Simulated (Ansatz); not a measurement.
ZnTe under a change: biaxial strain −2.46 %, plane normal [111], relaxed out of plane

The reference is ZnTe in the zinc blende structure (space group F-43m, No. 216; a = 6.066 Å). Axes: x, y, z lie along the cube axes.

The change: biaxial strain −2.46 %, plane normal [111], relaxed out of plane (Cartesian); in-plane vectors clamped, the third vector and the atoms free.

The values are results of PBEsol (Ansatz, a first-principles code, PAW, no SOC), not measurements. Γ-centred 9×9×9 mesh, Fermi–Dirac width 0.05 eV.

```csv
quantity,base,changed,shift
space group,F-43m (No. 216),R3m (No. 160),–
shortest interatomic distance,2.627 Å,2.592 Å,-0.0344 Å
energy relative to the base (free energy F),0 meV/atom,+12 meV/atom,+12 meV/atom
"pressure (mean of the normal stresses, compression positive)",0.00 GPa,1.85 GPa,+1.85 GPa
band gap,1.24 eV,1.26 eV,+0.02 eV
gap character,direct at Γ,direct at Γ,–
electron mass,0.083 mₑ (at Γ),"0.079 mₑ out of plane, 0.096 mₑ in plane (at Γ)",–
"valence-band top at Γ (three highest levels, from the VBM)","0.00, 0.00, 0.00 eV","0.00, 0.00, -0.32 eV",–
"valley order (the lowest conduction-band minima on the path, energy above the VBM, named in the base's zone)","Γ 1.24 eV; L along ⟨111⟩ 1.73 eV; a point along ⟨100⟩, about 0.9 Å⁻¹ from Γ 2.12 eV",Γ 1.26 eV; L along [1-11] 1.56 eV; X along [100] 1.85 eV; L along [111] 2.02 eV,–
out-of-plane strain,–,+1.58 %,–
ratio −ε⊥/ε∥,–,0.64,–
mean in-plane stress (compression positive),–,+2.8 GPa,–
```

Final structure (turned so that z lies along the plane normal):

```
CELL_PARAMETERS angstrom
      4.18358     0.00000     0.00000
      2.09179     3.62309     0.00000
      2.09179    -1.20770     3.55727
ATOMIC_POSITIONS crystal
  Te 0.49519 0.75241 0.25722
  Zn 0.00481 0.99759 0.99278
```

With Te present, leaving out spin-orbit coupling can change the band edges. Effective masses come from finite differences of ±0.01 Å⁻¹. Whether these cells are dynamically stable was not tested. k-point labels follow each cell's own Brillouin zone.
